## The point that looks wrong

Point 4 of this corundum calculation has two empty levels only 0.017 eV apart, whereas at the zone centre Γ (point 1) they are 2.9 eV apart. Point 4 also has the longest wavevector of the six, once each is written in its shortest form, yet its lowest empty level is not the highest in the column. Both oddities are easier to understand once it is clear why the levels move at all.

Levels of corundum, Al₂O₃ (R-3c, 10-atom rhombohedral cell, edges 5.13 Å, angles 55.3°), from ABINIT 10.8.3 with PBE, JTH PAW PBE v2.0 datasets, a 625.862 eV plane-wave cutoff and a 3×3×3 k mesh, without spin polarisation or spin–orbit coupling. Energies are counted from the highest filled level on the mesh.

| point a (reciprocal cell vector) | point b (reciprocal cell vector) | point c (reciprocal cell vector) | level under 4 (eV) | level under 3 (eV) | level under 2 (eV) | level under 1 (eV) | level over 1 (eV) | level over 2 (eV) |
| --- | --- | --- | --- | --- | --- | --- | --- | --- |
| 0.0000 | 0.0000 | 0.0000 | -0.498 | -0.044 | -0.044 | 0.000 | 6.200 | 9.121 |
| 0.3333 | 0.0000 | 0.0000 | -0.845 | -0.551 | -0.232 | -0.186 | 8.148 | 9.774 |
| 0.3333 | 0.3333 | 0.0000 | -1.023 | -0.685 | -0.375 | -0.333 | 8.509 | 10.020 |
| -0.3333 | 0.3333 | 0.0000 | -1.014 | -0.775 | -0.466 | -0.278 | 9.429 | 9.446 |
| 0.3333 | 0.3333 | 0.3333 | -0.506 | -0.506 | -0.193 | -0.193 | 7.723 | 9.126 |
| -0.3333 | 0.3333 | 0.3333 | -1.013 | -0.867 | -0.650 | -0.612 | 9.571 | 9.835 |

The three point columns give the wavevector $k$, which says how the phase of an electron wave changes from one cell to the next. "Level under 1" is the highest filled level at a point and "level over 1" the lowest empty one. Their difference is the direct gap, the energy needed to lift an electron without changing $k$.

## Which side opens the gap

The direct gap grows from 6.2 eV at Γ to 10.2 eV at point 6. Most of this comes from above: the lowest empty level rises by up to 3.4 eV, while the highest filled level falls by at most 0.6 eV. Away from Γ the empty side supplies between about 85 and 92 % of the widening.

The chemistry of the two sides explains the difference. The upper filled bands of corundum are known to be mainly O 2p. The orbitals are compact, and near the top of these bands they are largely nonbonding, so changing the phase between cells alters their energy little. The six O atoms of the cell also give 18 such bands, and where one sinks, another close by can take its place as the highest. The lowest empty state is s-like and spread over the whole crystal, so its energy responds strongly to phase.

The true valence top may lie between the computed points, though in bands this flat it is probably not far above the level at Γ. The 6.2 eV is therefore a gap on this mesh, and the gap over all wavevectors can only be the same or smaller. The larger error has the opposite sign and comes from PBE, which makes the gap too small: experiment gives roughly 9 eV.

## Why the empty level climbs

A chain of hydrogen atoms shows the principle. At $k=0$ all the 1s orbitals have the same phase, which is their most bonding arrangement. As $k$ grows, neighbours fall out of step and the energy rises. The chain's 1s orbitals form only one band, however, so the likeness ends where corundum's next empty band comes into reach.

For a spread-out state, the simplest measure of the climb is the kinetic energy of a free electron,

$$E=\frac{\hbar^2k^2}{2m},$$

where $m$ is the electron mass and $\hbar^2/2m$ is about 3.8 eV Å². Wavevectors that differ by a whole reciprocal vector describe the same point, and the lowest free-electron level belongs to the shortest of them. Point 6 looks the most distant as printed, but adding one reciprocal vector turns it into (2/3, 1/3, 1/3), which is shorter than the vector of point 4.

At point 5 the length is 0.4835 Å⁻¹, so $E = 3.8 \times 0.4835^2 \approx 0.89$ eV. The calculated rise is 1.52 eV, about 1.7 times as much. No constant was adjusted to the levels, so point 5 tests the estimate just as the other points do.

## What the estimate gets right

Points 5, 2 and 3 follow in the order of their wavevectors, and each rises 1.7 to 1.8 times as far as a free electron would. The simple picture thus gives the order and the scale, but too gentle a slope.

Theory offers a reason for the extra steepness. Away from Γ the empty state mixes more strongly with the filled bands below it, and two levels that mix push each other apart. The filled bands therefore drive the empty one upwards. An electron at the bottom of a band that curves upwards more sharply than the free-electron parabola responds to a field as if it were lighter than a free one.

## Where the climb ends

The second empty level stays between 9.1 and 10.0 eV at all six points. The lowest one starts far below this range and has climbed into it by points 4 and 6. There the rise is only 1.1 and 1.3 times the free-electron value, and the order of the two points is reversed: the estimate puts point 6 lower by 0.4 eV, while the calculation puts it higher by 0.1 eV.

The table ranks levels by energy and does not follow one wave from point to point. Once the climbing band nears another, the two may cross, or they may mix and push each other apart. Either way "level over 1" is the lower of the two results, so it stops tracking the free-electron curve. Points 4 and 6 also lie close to the zone boundary, where waves that differ by a reciprocal vector have similar energies. Their mixing is expected to flatten the lowest band there.

## Near-touching and true pairs

Symmetry separates the close levels at point 4 from real pairs. Point 5 lies on the crystal's threefold axis, which permits exact twofold levels, and its four listed filled levels form two such pairs. Point 4 lies only on a twofold axis, which forces no pairing.

Such an axis does let two bands cross freely if a half-turn changes the sign of one wave and not of the other. A crossing of this kind close to point 4 is a plausible guess for the 0.017 eV spacing; following both bands along the axis would test it.

For a further point of this crystal, the shortest equivalent wavevector is thus a useful guide to the lowest empty level until that level nears 9 eV. The printed output after this text compares the free-electron estimate with the calculated rise at each point.

Output of the analysis:

```
Direct gap and its two sides (share is set to 0 at the reference point 1):
      row  point  direct gap eV  rise of lowest empty eV  fall of highest filled eV  conduction share %
      0.0      1            6.2                        0                          0                   0
   0.3333      2          8.334                    1.948                      0.186               91.28
   0.3333      3          8.842                    2.309                      0.333                87.4
  -0.3333      4          9.707                    3.229                      0.278               92.07
   0.3333      5          7.916                    1.523                      0.193               88.75
  -0.3333      6          10.18                    3.371                      0.612               84.63
Free-electron estimate (ratio is set to 0 at point 1):
      row  point  shortest k 1/A  free-electron energy eV  rise over estimate  spacing of the two empty levels eV
      0.0      1               0                        0                   0                               2.921
   0.3333      2          0.5328                    1.082               1.801                               1.626
   0.3333      3          0.6015                    1.379               1.675                               1.511
  -0.3333      4          0.8797                    2.948               1.095                               0.017
   0.3333      5          0.4835                   0.8907                1.71                               1.403
  -0.3333      6          0.8208                    2.567               1.313                               0.264
Spacings of the filled levels from the top down:
      row  point  first to second eV  second to third eV  third to fourth eV
      0.0      1               0.044                   0               0.454
   0.3333      2               0.046               0.319               0.294
   0.3333      3               0.042                0.31               0.338
  -0.3333      4               0.188               0.309               0.239
   0.3333      5                   0               0.313                   0
  -0.3333      6               0.038               0.217               0.146
Largest rise of the lowest empty level over largest fall of the highest filled level: 5.508
Spread of the second empty level over the six points, eV: 0.899
Lowest empty level at point 6 less that at point 4, eV: 0.142
Free-electron estimate at point 6 less that at point 4, eV: -0.3812
Estimate at point 6 if the printed vector were wrongly kept unshifted, eV: 4.03
Number of O 2p bands for 6 O atoms in the cell: 18
Number of filled bands for 48 electrons: 24
```
